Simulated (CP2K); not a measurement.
## AlCu3 under changes of volume

One of the cells (12.044 Å³/atom); the others are scaled copies at fixed shape and fractional positions:

```
Cu Al
1.0
     4.08426    0.00000    0.00000
     2.04213    3.53708    0.00000
     2.04213    1.17903    3.33479
Cu Al
3 1
Cartesian
  6.1264 3.5371 2.5011
  2.0421 1.1790 0.8337
  4.0843 2.3581 1.6674
  0.0000 0.0000 0.0000
```

The cell comes from a database or a generator and needn't be the stable form of this composition.

* Program: CP2K 2026.2
* Functional: LDA
* Potentials or basis: GTH_POTENTIALS Cu GTH-PADE-q11, Al GTH-PADE-q3; TZVP-MOLOPT-PBE-GTH basis
* Density cutoff: 6123 eV
* k mesh: 8 × 8 × 8
* Occupations: fermi-dirac, width 0.01 eV
* Spin: no spin polarisation

| volume (Å³/atom) | energy over the lowest point (meV/atom) | pressure (GPa) |
| --- | --- | --- |
| 11.321 | ? | ? |
| 11.562 | 0.26 | 1.9 |
| 11.803 | 0.00 | -1.5 |
| 12.044 | 4.54 | -4.5 |
| 12.285 | 13.34 | -7.2 |
| 12.526 | 25.94 | -9.5 |
| 12.767 | 41.89 | -11.6 |

Task: What does the run at 11.321 Å³/atom give?

Result: Energy over the lowest point 5.91 meV/atom; pressure 5.7 GPa.

Worked out: A Birch-Murnaghan fit of order 3 (a polynomial in V^(-2/3)) to the other rows has its minimum at 11.69 Å³/atom with B0 = V·E''(V) = 163 GPa and B' = 4.8. It gives 5.93 meV/atom at 11.321 Å³/atom, against the run's 5.91, and -dE/dV = 5.7 GPa, against 5.7.

Energies are extrapolated to zero smearing.

Caveats: the basis of atomic orbitals isn't converged, which shifts pressures, moduli and gaps.
